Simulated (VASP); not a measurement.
**GaN in VASP: one cell, several levels of theory**

GaN (zincblende), under +2.0 % strain along z alone is computed at one geometry. Runs: PBE, r2SCAN.

Program: VASP 6.6.1. PAW datasets, plane waves. Calculated at 0 K for a non-magnetic cell.

## Step 1: The system as given

The cell comes from an earlier relaxation with r2SCAN in another program, then strained, with the atoms relaxed again.

Space group I-4m2 (No. 119), tetragonal; a = 3.180 Å, c = 4.588 Å in the conventional setting, 11.60 Å³ an atom. Near Ga stand 4 N at 1.96 Å; near N stand 4 Ga at 1.96 Å.

Coordinates:

```xyz
2
Lattice="0.0000 2.2490 2.2939 2.2490 0.0000 2.2939 2.2490 2.2490 0.0000" Properties=species:S:1:pos:R:3 pbc="T T T"
Ga    0.0000    0.0000    0.0000
N     1.1245    1.1245    1.1470
```

## Step 2: PBE at this geometry

File INCAR:

```
ENCUT = 520.000000
SIGMA = 0.020000
EDIFF = 1.00e-07
GGA = PE
PREC = Accurate
IBRION = -1
ISIF = 2
ISMEAR = -1
NBANDS = 16
NELM = 120
NSW = 0
LASPH = .TRUE.
LCHARG = .TRUE.
LELF = .TRUE.
LWAVE = .FALSE.
LREAL = .FALSE.
```

File KPOINTS:

```
KPOINTS created by Atomic Simulation Environment
0
Gamma
10 10 10
0 0 0
```

File KPOINTS_OPT:

```
special points
6
Reciprocal
0.0000000000 0.0000000000 0.0000000000 1
-0.5000000000 -0.5000000000 0.0000000000 1
-0.3750000000 -0.3750000000 0.2500000000 1
-0.3750000000 0.0000000000 0.3750000000 1
0.0000000000 0.0000000000 0.5000000000 1
-0.5000000000 -0.2500000000 0.2500000000 1
```

File POSCAR:

```
Ga N
 1.0000000000000000
     0.0000000000000000    2.2489525411000000    2.2939315918999998
     2.2489525411000000    0.0000000000000000    2.2939315918999998
     2.2489525411000000    2.2489525411000000    0.0000000000000000
 Ga  N
   1   1
Cartesian
  0.0000000000000000  0.0000000000000000  0.0000000000000000
  1.1244762705500000  1.1244762705500000  1.1469657959500001
```

Potentials: the recommended PBE PAW datasets, 18 valence electrons in the neutral cell.

Run with:

```console
mpirun -np 1 vasp_std
```

Printed to the terminal (iteration lines stand in OSZICAR):

```text
POSCAR found type information on POSCAR GaN
 POSCAR found :  2 types and       2 ions
 LDA part: xc-table for (Slater+PW92), standard interpolation
 POSCAR, INCAR and KPOINTS ok, starting setup
 FFT: planning ... GRIDC
 FFT: planning ... GRID_SOFT
 FFT: planning ... GRID
 WAVECAR not read
 entering main loop
 Start KPOINTS_OPT (optional k-point list driver)
k-point batch [1-6\6]
```

OSZICAR:

```text
N       E                     dE             d eps       ncg     rms          rms(c)
DAV:   1     0.837499955955E+02    0.83750E+02   -0.93055E+03  3632   0.202E+03
DAV:   2    -0.799771703891E+01   -0.91748E+02   -0.84960E+02  3664   0.335E+02
DAV:   3    -0.140558595588E+02   -0.60581E+01   -0.60322E+01  3840   0.714E+01
DAV:   4    -0.141263477231E+02   -0.70488E-01   -0.70474E-01  4160   0.831E+00
DAV:   5    -0.141272468052E+02   -0.89908E-03   -0.89907E-03  3920   0.850E-01    0.767E+00
DAV:   6    -0.121490141971E+02    0.19782E+01   -0.49226E+00  4936   0.393E+01    0.268E+00
DAV:   7    -0.121561878071E+02   -0.71736E-02   -0.31391E-01  3624   0.663E+00    0.176E+00
DAV:   8    -0.121525397053E+02    0.36481E-02   -0.60763E-02  3704   0.323E+00    0.817E-01
DAV:   9    -0.121481531466E+02    0.43866E-02   -0.14271E-02  4952   0.266E+00    0.211E-01
DAV:  10    -0.121485381295E+02   -0.38498E-03   -0.14690E-03  3704   0.510E-01    0.108E-01
DAV:  11    -0.121484418138E+02    0.96316E-04   -0.27034E-04  4872   0.254E-01    0.750E-03
DAV:  12    -0.121484469377E+02   -0.51239E-05   -0.29767E-05  3704   0.505E-02    0.948E-03
DAV:  13    -0.121484467111E+02    0.22654E-06   -0.67652E-07  4176   0.134E-02    0.279E-03
DAV:  14    -0.121484466327E+02    0.78471E-07   -0.47739E-08  2888   0.274E-03
   1 F= -.12148447E+02 E0= -.12148447E+02  d E =-.584436E-11
       N       E                     dE             ncg
DAV:   1     0.210249211165E+04   -0.41726E+04      192
DAV:   2     0.149023586168E+04   -0.61226E+03      232
DAV:   3     0.145029645634E+04   -0.39939E+02      200
DAV:   4     0.144979243107E+04   -0.50403E+00      280
DAV:   5     0.144978783897E+04   -0.45921E-02      192
DAV:   6     0.144978767998E+04   -0.15899E-03      296
DAV:   7     0.144978767507E+04   -0.49067E-05      208
DAV:   8     0.144978767484E+04   -0.22961E-06      264
DAV:   9     0.144978767483E+04   -0.90131E-08      160
```

The lines after F= are the extra pass for the points of KPOINTS_OPT, at fixed density; their E is not a total energy.

From OUTCAR:

```text
k-points           NKPTS =    102   k-points in BZ     NKDIM =    102   number of bands    NBANDS=     16

   NELECT =      18.0000    total number of electrons

   dimension x,y,z NGX =    24 NGY =   24 NGZ =   24
   dimension x,y,z NGXF=    48 NGYF=   48 NGZF=   48

  energy-cutoff  :      520.00
  volume of cell :       23.20
      direct lattice vectors                 reciprocal lattice vectors
     0.000000000  2.248952541  2.293931592    -0.222325723  0.222325723  0.217966395
     2.248952541  0.000000000  2.293931592     0.222325723 -0.222325723  0.217966395
     2.248952541  2.248952541  0.000000000     0.222325723  0.222325723 -0.217966395

 k-points in reciprocal lattice and weights: KPOINTS created by Atomic Simulation Env
   0.00000000  0.00000000  0.00000000       0.001
   0.10000000 -0.00000000  0.00000000       0.008
   0.20000000 -0.00000000  0.00000000       0.008
   0.30000000  0.00000000  0.00000000       0.008
   0.40000000 -0.00000000  0.00000000       0.008
   0.50000000  0.00000000  0.00000000       0.004
   0.10000000  0.10000000  0.00000000       0.002
   0.20000000  0.10000000  0.00000000       0.008
[... 94 more k-points ...]

 E-fermi :   5.5543

 k-point     1 :       0.0000    0.0000    0.0000
  band No.  band energies     occupation
      1     -10.6834      2.00000
      2      -8.3130      2.00000
      3      -8.2918      2.00000
      4      -8.2918      2.00000
      5      -7.9933      2.00000
      6      -7.9933      2.00000
      7       5.0698      2.00000
      8       5.1643      2.00000
      9       5.1643      2.00000
     10       6.7672      0.00000
     11      15.3329      0.00000
     12      15.3329      0.00000
     13      15.3882      0.00000
     14      22.5544      0.00000
     15      23.4629      0.00000
     16      24.1048      0.00000

 k-point     2 :       0.1000   -0.0000    0.0000
  band No.  band energies     occupation
      1     -10.5765      2.00000
      2      -8.2952      2.00000
      3      -8.2788      2.00000
      4      -8.2566      2.00000
      5      -7.9949      2.00000
      6      -7.9940      2.00000
      7       4.0271      2.00000
      8       4.9932      2.00000
      9       5.0642      2.00000
     10       7.6363      0.00000
     11      14.8456      0.00000
     12      15.5058      0.00000
     13      15.5251      0.00000
     14      22.2243      0.00000
     15      22.7375      0.00000
     16      22.8075      0.00000

 k-point     3 :       0.2000   -0.0000    0.0000
  band No.  band energies     occupation
      1     -10.3095      2.00000
      2      -8.2630      2.00000
      3      -8.2485      2.00000
      4      -8.0934      2.00000
      5      -7.9952      2.00000
      6      -7.9906      2.00000
      7       2.2375      2.00000
      8       4.7237      2.00000
      9       4.8181      2.00000
     10       8.7116      0.00000
     11      14.0675      0.00000
     12      15.7425      0.00000
     13      15.8122      0.00000
     14      21.3431      0.00000
     15      21.8513      0.00000
     16      21.9654      0.00000

 k-point     4 :       0.3000    0.0000    0.0000
  band No.  band energies     occupation
      1     -10.0305      2.00000
      2      -8.2361      2.00000
      3      -8.2215      2.00000
      4      -7.9842      2.00000
      5      -7.9766      2.00000
      6      -7.6944      2.00000
      7       0.3969      2.00000
      8       4.4195      2.00000
      9       4.5402      2.00000
     10       9.3833      0.00000
     11      13.7055      0.00000
     12      15.6689      0.00000
     13      15.8576      0.00000
     14      20.7501      0.00000
     15      22.2934      0.00000
     16      22.3337      0.00000

 k-point     5 :       0.4000   -0.0000    0.0000
  band No.  band energies     occupation
      1      -9.8672      2.00000
      2      -8.2245      2.00000
      3      -8.2098      2.00000
      4      -7.9643      2.00000
      5      -7.9531      2.00000
      6      -7.0953      2.00000
      7      -1.1441      2.00000
      8       4.1916      2.00000
      9       4.3326      2.00000
     10       9.6268      0.00000
     11      13.7303      0.00000
     12      15.4189      0.00000
     13      15.6756      0.00000
     14      20.5956      0.00000
     15      23.6414      0.00000
     16      23.6930      0.00000

[... the tables of k-points 6 to 102 left out ...]

  Total        0.4799712      0.4799712      0.1148416      0.0000000     -0.0000000      0.0000000
  in kB       33.1401709     33.1401709      7.9293724      0.0000000     -0.0000000      0.0000000
  external PRESSURE =      24.7365714 kB  Pullay stress =       0.0000000 kB

 POSITION                                       TOTAL-FORCE (eV/Angst)
 -----------------------------------------------------------------------------------
      0.00000      0.00000      0.00000         0.000000      0.000000      0.000000
      1.12448      1.12448      1.14697        -0.000000     -0.000000     -0.000000
 -----------------------------------------------------------------------------------
    total drift:                                0.000001      0.000001      0.000002

  FREE ENERGIE OF THE ION-ELECTRON SYSTEM (eV)
  ---------------------------------------------------
  free  energy   TOTEN  =       -12.1484466327 eV

  energy  without entropy=      -12.1484466327  energy(sigma->0) =      -12.14844663
```

Run time: 19 s. Hardware: 1 MPI rank of Intel Xeon Platinum 8488C, shared host; peak memory 0.18 GiB.

The levels at the points of KPOINTS_OPT are read from vasprun.xml.

Near the gap, in eV above the top of the last filled band v; c is the band after it:

| point | v−1 | v | c | c+1 |
| --- | --- | --- | --- | --- |
| Γ | 0.00 | 0.00 | 1.60 | 10.17 |
| X | -2.58 | -2.58 | 3.40 | 6.75 |
| U | -4.22 | -2.07 | 5.07 | 7.82 |
| K | -4.20 | -2.21 | 4.88 | 7.66 |
| L | -1.06 | -0.91 | 4.50 | 8.63 |
| W | -3.66 | -3.60 | 6.21 | 8.22 |

The PBE gap is 1.60 eV, direct at Γ. Pressure: 2.47 GPa; the forces vanish within 0.01 eV/Å.

Axes a, b and c in the maps are those of this run's conventional cell (a, b, c = 3.180, 3.180, 4.588 Å).

Density in a lattice plane of the grid's cell (edges 3.18 and 4.59 Å, at 0.000 of the third edge), which holds Ga and N.

Values in e/Å³, 12 rows by 8 columns:
```
 9.38  4.93  0.64  0.15  0.10  0.15  0.65  4.95
 1.31  0.64  0.19  0.08  0.06  0.08  0.19  0.64
 0.20  0.16  0.10  0.06  0.04  0.06  0.10  0.17
 0.09  0.08  0.07  0.06  0.06  0.06  0.07  0.08
 0.05  0.05  0.06  0.09  0.10  0.09  0.06  0.05
 0.04  0.05  0.10  0.20  0.26  0.20  0.10  0.05
 0.05  0.08  0.23  0.59  0.89  0.59  0.23  0.08
 0.09  0.16  0.54  1.83  3.01  1.83  0.54  0.16
 0.20  0.30  0.87  2.89  3.65  2.89  0.87  0.30
 1.31  0.76  0.83  2.03  3.01  2.03  0.83  0.76
 9.38  4.91  0.91  0.74  0.89  0.74  0.91  4.89
16.55  9.01  1.31  0.30  0.26  0.30  1.31  9.01
```
Columns run along the first of these edges and rows up along the second, over one cell in 8 and 12 even steps from the bottom left corner. Atoms in the plane (fractional): Ga at (0.00, 0.00), N at (0.50, 0.25).

ELF in the same plane.

Ten even steps from '0' (0.01) to '9' (0.84):
```
0001222222222100
0012221111122210
2222211000112222
2221110000011222
1111100000001111
1110000000000011
0000000000000000
0000000111000000
0000011222110000
0000124555421000
0001357787753100
0013578999875310
0025789888987520
1136898535898631
1247997303799742
2236898636998632
2235799989997532
0123579999975321
0002356888653200
2001234555432100
```
Columns run along the first of these edges and rows up along the second, over one cell in 16 and 20 even steps from the bottom left corner. Atoms in the plane (fractional): Ga at (0.00, 0.00), N at (0.50, 0.25).

Both are smooth fields of the valence electrons: close to the nuclei they are not physical.

The highest ELF values outside the cores: 0.86 on the N–Ga line, 0.7 Å from N.

## Step 3: Single point with r2SCAN

File INCAR:

```
ENCUT = 520.000000
SIGMA = 0.010000
EDIFF = 1.00e-07
ALGO = Normal
METAGGA = R2SCAN
PREC = Accurate
IBRION = -1
ISIF = 2
ISMEAR = 0
NBANDS = 16
NELM = 120
NSW = 0
LASPH = .TRUE.
LCHARG = .TRUE.
LELF = .TRUE.
LWAVE = .FALSE.
LREAL = .FALSE.
```

KPOINTS is that of step 2.

KPOINTS_OPT is that of step 2.

POSCAR is that of step 2.

Run with:

```console
mpirun -np 1 vasp_std
```

Printed to the terminal (iteration lines stand in OSZICAR):

```text
POSCAR found type information on POSCAR GaN
 POSCAR found :  2 types and       2 ions
 -----------------------------------------------------------------------------
|                                                                             |
|                                                                             |
|     You enforced a specific xc type in the INCAR file but a different       |
|     I HOPE YOU KNOW WHAT YOU ARE DOING!                                     |
|                                                                             |
 -----------------------------------------------------------------------------

 LDA part: xc-table for (None), standard interpolation
 POSCAR, INCAR and KPOINTS ok, starting setup
 FFT: planning ... GRIDC
 FFT: planning ... GRID_SOFT
 FFT: planning ... GRID
 WAVECAR not read
 entering main loop
 Start KPOINTS_OPT (optional k-point list driver)
k-point batch [1-6\6]
```

OSZICAR:

```text
N       E                     dE             d eps       ncg     rms          rms(c)
DAV:   1     0.731482825484E+02    0.73148E+02   -0.95241E+03  3632   0.207E+03
DAV:   2    -0.204961635699E+02   -0.93644E+02   -0.86780E+02  3680   0.344E+02
DAV:   3    -0.267183447285E+02   -0.62222E+01   -0.61963E+01  3864   0.734E+01
DAV:   4    -0.267923332164E+02   -0.73988E-01   -0.73973E-01  4160   0.860E+00
DAV:   5    -0.267932892057E+02   -0.95599E-03   -0.95598E-03  3928   0.886E-01    0.712E+00
DAV:   6    -0.218028482062E+02    0.49904E+01   -0.35247E+00  4976   0.404E+01    0.247E+00
DAV:   7    -0.218816974626E+02   -0.78849E-01   -0.41654E-01  3576   0.702E+00    0.173E+00
DAV:   8    -0.218932385056E+02   -0.11541E-01   -0.37328E-02  4360   0.487E+00    0.230E-01
DAV:   9    -0.218917106302E+02    0.15279E-02   -0.13054E-02  4904   0.293E+00    0.145E-01
DAV:  10    -0.218918405793E+02   -0.12995E-03   -0.91854E-04  3720   0.264E-01    0.162E-01
DAV:  11    -0.218919320433E+02   -0.91464E-04   -0.78289E-05  4416   0.299E-01    0.995E-02
DAV:  12    -0.218918828755E+02    0.49168E-04   -0.12226E-04  4032   0.145E-01    0.400E-02
DAV:  13    -0.218918728310E+02    0.10045E-04   -0.24825E-05  4688   0.729E-02    0.279E-02
DAV:  14    -0.218918628586E+02    0.99724E-05   -0.60780E-06  5152   0.537E-02    0.156E-02
DAV:  15    -0.218918590106E+02    0.38480E-05   -0.44997E-06  4912   0.325E-02    0.666E-03
DAV:  16    -0.218918575334E+02    0.14772E-05   -0.13866E-06  4816   0.159E-02    0.261E-03
DAV:  17    -0.218918572824E+02    0.25101E-06   -0.16198E-07  3240   0.513E-03    0.115E-03
DAV:  18    -0.218918569943E+02    0.28811E-06   -0.60594E-08  1832   0.292E-03    0.182E-04
DAV:  19    -0.218918569503E+02    0.43946E-07   -0.19829E-08  1688   0.132E-03
   1 F= -.21891857E+02 E0= -.21891857E+02  d E =-.314709E-35
       N       E                     dE             ncg
DAV:   1     0.206131659165E+04   -0.42138E+04      192
DAV:   2     0.142960271795E+04   -0.63171E+03      224
DAV:   3     0.138721420950E+04   -0.42389E+02      224
DAV:   4     0.138671634862E+04   -0.49786E+00      264
DAV:   5     0.138671024135E+04   -0.61073E-02      224
DAV:   6     0.138671003583E+04   -0.20552E-03      304
DAV:   7     0.138671003258E+04   -0.32459E-05      208
DAV:   8     0.138671003242E+04   -0.16680E-06      248
DAV:   9     0.138671003241E+04   -0.69817E-08      144
```

OUTCAR, selected sections:

```text
k-points           NKPTS =    102   k-points in BZ     NKDIM =    102   number of bands    NBANDS=     16

   NELECT =      18.0000    total number of electrons

   dimension x,y,z NGX =    24 NGY =   24 NGZ =   24
   dimension x,y,z NGXF=    48 NGYF=   48 NGZF=   48

  energy-cutoff  :      520.00
  volume of cell :       23.20
      direct lattice vectors                 reciprocal lattice vectors
     0.000000000  2.248952541  2.293931592    -0.222325723  0.222325723  0.217966395
     2.248952541  0.000000000  2.293931592     0.222325723 -0.222325723  0.217966395
     2.248952541  2.248952541  0.000000000     0.222325723  0.222325723 -0.217966395

 k-points in reciprocal lattice and weights: KPOINTS created by Atomic Simulation Env
   0.00000000  0.00000000  0.00000000       0.001
   0.10000000 -0.00000000  0.00000000       0.008
   0.20000000 -0.00000000  0.00000000       0.008
   0.30000000  0.00000000  0.00000000       0.008
   0.40000000 -0.00000000  0.00000000       0.008
   0.50000000  0.00000000  0.00000000       0.004
   0.10000000  0.10000000  0.00000000       0.002
   0.20000000  0.10000000  0.00000000       0.008
[... 94 more k-points ...]

 E-fermi :   4.9838

 k-point     1 :       0.0000    0.0000    0.0000
  band No.  band energies     occupation
      1     -11.7440      2.00000
      2      -8.9676      2.00000
      3      -8.9467      2.00000
      4      -8.9467      2.00000
      5      -8.6182      2.00000
      6      -8.6179      2.00000
      7       4.8047      2.00000
      8       4.8999      2.00000
      9       4.8999      2.00000
     10       6.8948      0.00000
     11      15.7640      0.00000
     12      15.7641      0.00000
     13      15.8239      0.00000
     14      23.2303      0.00000
     15      24.0479      0.00000
     16      24.7122      0.00000

 k-point     2 :       0.1000   -0.0000    0.0000
  band No.  band energies     occupation
      1     -11.6364      2.00000
      2      -8.9492      2.00000
      3      -8.9331      2.00000
      4      -8.9103      2.00000
      5      -8.6198      2.00000
      6      -8.6185      2.00000
      7       3.7701      2.00000
      8       4.7256      2.00000
      9       4.7973      2.00000
     10       7.7577      0.00000
     11      15.2731      0.00000
     12      15.9444      0.00000
     13      15.9662      0.00000
     14      22.7173      0.00000
     15      23.2988      0.00000
     16      23.3033      0.00000

 k-point     3 :       0.2000   -0.0000    0.0000
  band No.  band energies     occupation
      1     -11.3627      2.00000
      2      -8.9154      2.00000
      3      -8.9011      2.00000
      4      -8.7490      2.00000
      5      -8.6200      2.00000
      6      -8.6153      2.00000
      7       1.9249      2.00000
      8       4.4482      2.00000
      9       4.5443      2.00000
     10       8.8921      0.00000
     11      14.4871      0.00000
     12      16.1828      0.00000
     13      16.2558      0.00000
     14      21.8477      0.00000
     15      22.3434      0.00000
     16      22.4293      0.00000

 k-point     4 :       0.3000    0.0000    0.0000
  band No.  band energies     occupation
      1     -11.0604      2.00000
      2      -8.8857      2.00000
      3      -8.8711      2.00000
      4      -8.6097      2.00000
      5      -8.6019      2.00000
      6      -8.3717      2.00000
      7       0.0335      2.00000
      8       4.1345      2.00000
      9       4.2580      2.00000
     10       9.6136      0.00000
     11      14.1292      0.00000
     12      16.0775      0.00000
     13      16.2750      0.00000
     14      21.2814      0.00000
     15      22.8347      0.00000
     16      22.8599      0.00000

 k-point     5 :       0.4000   -0.0000    0.0000
  band No.  band energies     occupation
      1     -10.8649      2.00000
      2      -8.8715      2.00000
      3      -8.8566      2.00000
      4      -8.5909      2.00000
      5      -8.5791      2.00000
      6      -7.8144      2.00000
      7      -1.5290      2.00000
      8       3.8989      2.00000
      9       4.0436      2.00000
     10       9.8773      0.00000
     11      14.1690      0.00000
     12      15.7933      0.00000
     13      16.0589      0.00000
     14      21.1622      0.00000
     15      24.3000      0.00000
     16      24.3723      0.00000

[... the tables of k-points 6 to 102 left out ...]

  Total       -0.2611816     -0.2611816     -0.6449980      0.0000000     -0.0000000      0.0000000
  in kB      -18.0335890    -18.0335890    -44.5346397      0.0000000     -0.0000000      0.0000000
  external PRESSURE =     -26.8672726 kB  Pullay stress =       0.0000000 kB

 POSITION                                       TOTAL-FORCE (eV/Angst)
 -----------------------------------------------------------------------------------
      0.00000      0.00000      0.00000        -0.000000     -0.000000     -0.000000
      1.12448      1.12448      1.14697         0.000000      0.000000      0.000000
 -----------------------------------------------------------------------------------
    total drift:                                0.000013      0.000013      0.000006

  FREE ENERGIE OF THE ION-ELECTRON SYSTEM (eV)
  ---------------------------------------------------
  free  energy   TOTEN  =       -21.8918569503 eV

  energy  without entropy=      -21.8918569503  energy(sigma->0) =      -21.89185695
```

Run time: 91 s. Hardware: 1 MPI rank of Intel Xeon Platinum 8488C, shared host; peak memory 0.19 GiB.

The levels at the points of KPOINTS_OPT are read from vasprun.xml.

Band energies at the special points (eV, zero at the top of v, the last band that the electrons fill by count):

| point | v−1 | v | c | c+1 |
| --- | --- | --- | --- | --- |
| Γ | 0.00 | 0.00 | 1.99 | 10.86 |
| X | -2.66 | -2.66 | 3.82 | 7.34 |
| U | -4.31 | -2.13 | 5.54 | 8.49 |
| K | -4.29 | -2.28 | 5.35 | 8.32 |
| L | -1.09 | -0.93 | 5.02 | 9.34 |
| W | -3.76 | -3.66 | 6.71 | 8.94 |

Gap with r2SCAN: 1.99 eV, direct (Γ). Pressure: -2.69 GPa; the forces vanish within 0.01 eV/Å.

## Step 4: Results

| level | gap (eV) | pressure (GPa) |
| --- | --- | --- |
| PBE | 1.60 | 2.47 |
| r2SCAN | 1.99 | -2.69 |

**Reading.** The gap runs from 1.60 eV (PBE) to 1.99 eV (r2SCAN). The pressure is highest with PBE (2.5 GPa) and lowest with r2SCAN (-2.7 GPa), which orders the cells that they would relax to.
